**Q:** You want me to name eight crystals from a few columns of numbers. What scales should I have in mind?

**A:** Binding energies of several electronvolts per atom, and bond lengths of 2 to 3 Å for most elements. When a metal atom has four neighbours in place of twelve, its bonds shorten by roughly 0.3 Å, about a tenth. That shortening will do much of the work here.

Each crystal has the diamond structure, in which every atom has four neighbours. None of the candidates normally crystallises this way, so familiar densities can't simply be looked up. The series has a ninth member, titanium, whose name I give away as a guide: its shortest distance is 2.46 Å.

Ansatz 0.2.0, all-electron LAPW, PBE, scalar-relativistic: nine elements in the diamond structure (Fd-3m, 2 atoms per cell), with fixed cells and Fermi-Dirac smearing of 0.03 to 0.08 eV. Only Co is spin-polarised, started with parallel moments. Energies are relative to spherical, spin-unpolarised free atoms; pressure is positive in compression. Candidates: Co, P, Ru, N, Rh, Ta, Mo, Al.

| row | energy less free atoms (eV/atom) | pressure (GPa) | cell moment (muB) |
| --- | --- | --- | --- |
| A | -8.06 | 0.0 | 0.00 |
| B | -4.82 | 0.0 | 0.00 |
| C | -3.00 | 0.0 | 0.00 |
| D | -8.69 | 0.0 | 0.00 |
| E | -6.85 | -0.1 | 0.00 |
| F | -5.21 | 0.0 | 0.00 |
| G | -6.18 | 0.0 | 0.00 |
| H | -6.99 | 0.0 | 3.46 |

**Q:** Bond lengths are to do much of the work, but the table shows none. May I have them, and the volumes too?

**A:** The shortest distances, in ångström, are A 2.36, B 2.37, C 2.62, D 2.46, E 2.64, F 1.81, G 2.39 and H 2.20. The volumes would add no second clue. The diamond cube of edge a holds eight atoms, and its nearest neighbours are √3a/4 apart. The volume per atom is therefore V = 8d³/(3√3), where d is the shortest distance. The calculated volumes obey this to within half a percent, the sort of difference that rounding d produces.

The independent clues are thus size, energy and, in one row, the magnetic moment of the cell.

**Q:** Then I start with the moment. Row H must be cobalt?

**A:** Yes. Cobalt is the only candidate that is ferromagnetic as an ordinary metal, and H carries 1.73 μB per atom, half the cell moment. The zeros elsewhere tell you nothing about magnetism, because those rows were calculated without spin polarisation.

**Q:** And F, with by far the shortest distance, is nitrogen?

**A:** That one is sure too. Its volume is little more than half that of H, the next smallest. Nitrogen is the only candidate from the second period, with no filled p shell beneath its valence electrons, so its atoms can come much closer together.

**Q:** The other six look harder. How do I predict a bond length in a structure that the element doesn't adopt?

**A:** Use Pauling's rule. The overlap that makes a bond falls off roughly exponentially with distance, so the bond length depends on the logarithm of the bond order n, the number of electron pairs per bond. Pauling's form is d(n) = d(1) − 0.60 log₁₀ n, in ångström.

A metal atom has a fixed number of valence electrons to share. With four neighbours instead of twelve, each bond gets three times the share, whatever the valence is. The bond becomes shorter by 0.60 × log₁₀ 3 = 0.29 Å.

Cobalt, already identified, provides a test. Its distance with twelve neighbours is roughly 2.5 Å, a recalled value, so the rule gives 2.5 − 0.29 = 2.21 Å. Row H has 2.20 Å. Nothing was fitted to these crystals, though Pauling's 0.60 Å is itself empirical and the starting value is good only to about 0.05 Å.

**Q:** Does titanium, your guide, agree as well?

**A:** Less well. From a recalled 2.9 Å the rule gives 2.61 Å, which is 0.15 Å longer than the calculated distance. I have no tested explanation for that. It warns us not to settle a name on a difference of 0.1 Å alone.

**Q:** With that warning, what does the rule say about the rest?

**A:** It puts aluminium and tantalum near 2.6 Å, molybdenum near 2.5 Å, and ruthenium and rhodium near 2.4 Å. Phosphorus needs a different starting point, because it normally forms three single bonds. Spreading these over four neighbours weakens each one and lengthens it slightly, to about 2.3 Å.

The rows fall into similar groups. C and E are the large ones, D is intermediate, and A, B and G lie within 0.03 Å of one another.

**Q:** So C and E should be aluminium and tantalum. Which is which?

**A:** Size can't tell you, but energy can. E is bound more strongly than C by 3.85 eV per atom, and C is the most weakly bound row of all. Aluminium has three valence electrons and no d electrons to add to its bonding. Tantalum has five, most of which can enter a d band.

I would call C aluminium with confidence. The case for E needs another look, because molybdenum is also a strongly bound metal.

**Q:** I was about to object. I recall a cohesive energy of about 8 eV for tantalum and 7 eV for molybdenum. Shouldn't tantalum then be D, the most strongly bound row?

**A:** Those cohesive energies count from real atoms. The energies here count from artificial atoms, spherical and without spin polarisation. A real atom with unpaired electrons lies lower than its artificial version, because electrons of parallel spin keep apart, which lowers the total energy.

This lowering grows roughly as the square of the number of unpaired electrons. Free molybdenum has six of them and tantalum has three. The choice of reference therefore makes molybdenum look more strongly bound by a larger amount, and the order in the table can differ from the measured one. Spin-orbit coupling, which these calculations leave out, adds some uncertainty for tantalum.

**Q:** Does size then decide between them?

**A:** It favours D as molybdenum and E as tantalum, since tantalum should have the longer bond. If you exchange the names, the rule misses by 0.13 Å in one row and 0.15 Å in the other. That is worse than the original choice, but no worse than the miss we already accepted for titanium. I would call this pair probable.

**Q:** That leaves A, B and G for phosphorus, ruthenium and rhodium. They have nearly the same size, so I must use energy. What should happen from molybdenum to rhodium?

**A:** Binding should weaken. When atoms come together, their d levels spread into a band. The lower half is bonding and the upper half antibonding. Once the band is more than half full, each further electron undoes some of the bonding.

Friedel's model turns this into a formula. Take a flat band of width W, centred on the atomic level, with ten places per atom. If n electrons fill it from the bottom, their average energy is −(W/2)(1 − n/10). Multiplying by n gives a band energy of −(W/20)n(10 − n), a parabola with its deepest point at n = 5.

**Q:** What do I use for n?

**A:** The group number less one, which leaves one electron for the broad s band. Molybdenum has n = 5, ruthenium 7 and rhodium 8. The model also starts from an atomic level without spin splitting, so the artificial reference atoms suit it.

Ruthenium should therefore be bound more strongly than rhodium, and phosphorus has no d band to add to its bonding. That makes ruthenium row A, a fairly safe choice once D and E have been assigned.

**Q:** Can the parabola also separate rhodium from phosphorus?

**A:** Only if you trust the scale. Take W from row A, as ruthenium. Rhodium should then have −8.06 × 16/21 = −6.14 eV, almost exactly the value in G.

But scale it from D, as molybdenum, and you get −8.69 × 16/25 = −5.56 eV. This lies between G at −6.18 eV and B at −4.82 eV, only slightly nearer to G. The good agreement from the first scale is therefore not decisive.

**Q:** Is there anything else to tip the balance?

**A:** The ordinary cohesive energies help. They are roughly 6 eV for rhodium and 3.5 eV for phosphorus, again recalled. The diamond structure and the artificial atoms shift both values, but they would have to shift them very differently to reverse the order. I would put rhodium at G and phosphorus at B, as a probable pair.

**Q:** My list is now A ruthenium, B phosphorus, C aluminium, D molybdenum, E tantalum, F nitrogen, G rhodium and H cobalt. Which names would you defend?

**A:** Cobalt, nitrogen and aluminium are sure, and ruthenium is fairly safe. The pairs molybdenum–tantalum and phosphorus–rhodium could each be exchanged without an absurd result. Here are the labels.

The rows with their labels:

| element | Z | group | period | cell | volume (Å³/atom) | shortest distance from M (Å) | energy less free atoms (eV/atom) | pressure (GPa) | cell moment (muB) |
| --- | --- | --- | --- | --- | --- | --- | --- | --- | --- |
| N | 7 | 15 | 2 | relaxed with PAW | 9.156 | 1.81 | -5.21 | 0.0 | 0.00 |
| Al | 13 | 13 | 3 | relaxed with PAW | 27.64 | 2.62 | -3.00 | 0.0 | 0.00 |
| P | 15 | 15 | 3 | relaxed with PAW | 20.57 | 2.37 | -4.82 | 0.0 | 0.00 |
| Ti | 22 | 4 | 4 | relaxed with PAW | 22.89 | 2.46 | -4.37 | 0.0 | 0.00 |
| Co | 27 | 9 | 4 | relaxed with PAW | 16.37 | 2.20 | -6.99 | 0.0 | 3.46 |
| Mo | 42 | 6 | 5 | relaxed with PAW | 23.00 | 2.46 | -8.69 | 0.0 | 0.00 |
| Ru | 44 | 8 | 5 | relaxed with PAW | 20.28 | 2.36 | -8.06 | 0.0 | 0.00 |
| Rh | 45 | 9 | 5 | relaxed with PAW | 20.95 | 2.39 | -6.18 | 0.0 | 0.00 |
| Ta | 73 | 5 | 6 | relaxed with PAW | 28.46 | 2.64 | -6.85 | -0.1 | 0.00 |

**Q:** All eight are right. Was the bond rule as good as it looked?

**A:** For the metals, it was. Over the seven of them, titanium included, its root-mean-square miss is 0.07 Å. Keeping the twelve-neighbour distance unchanged would miss by 0.33 Å. The rule takes the same 0.29 Å off every metal. The agreement therefore supports the idea that fewer neighbours make stronger individual bonds, but the order of the sizes comes from the recalled distances.

Nitrogen is the clear failure. The rule gives about 1.5 Å, but the calculated bond is 1.81 Å long. Phosphorus deviates in the same direction, by only 0.10 Å.

**Q:** Why would nitrogen's bonds be so long?

**A:** Count the electrons. The diamond structure has four bonds per atom, which are just filled by four valence electrons. Nitrogen and phosphorus bring five, and the extra one must go into higher bands, which standard theory describes as mainly antibonding.

The calculation shows this overfilling. The Fermi level lies 3.6 eV above the top of the fourth valence band in nitrogen and 3.0 eV above it in phosphorus. In aluminium, with three electrons, it lies 2.1 eV below. Yet the count alone doesn't explain the misses. Four bonding electrons less one antibonding electron leave a net three, spread over four neighbours, and the rule already assumed just that.

In simple orbital theory, an antibonding electron weakens a bond by more than a bonding one strengthens it. That would lengthen both bonds further, but it wasn't tested here. Phosphorus's miss is small enough to come from the roughness of the rule.

**Q:** And the parabola? May I use it for any pair of transition metals?

**A:** Not on this evidence. It ranks titanium, with n = 3, as 1.3 times as strongly bound as cobalt, with n = 8. The calculation gives only 0.6 times. A single width W and a flat band may be too simple across that range. Cobalt's energy also includes a gain from its magnetism, which the model leaves out.

Its useful part here is the fall from molybdenum through ruthenium to rhodium. These metals share a period, and their bands are at least half full. Even there, the two scales for rhodium differed by more than half an electronvolt.

**Q:** Does any of this matter for devices, if nobody can buy diamond-structure tantalum?

**A:** The electron count does. A phosphorus atom in silicon sits on a site with four neighbours and has one electron more than the bonds need, so it acts as a donor. Aluminium has one too few and acts as an acceptor. The same surplus and shortage shift the Fermi levels in these crystals.

For cobalt, ruthenium, molybdenum and tantalum, which serve in contacts, wiring or barrier layers, the table gives no ranking. Those films have other structures, and their resistance depends on how electrons scatter, which a binding energy doesn't measure.
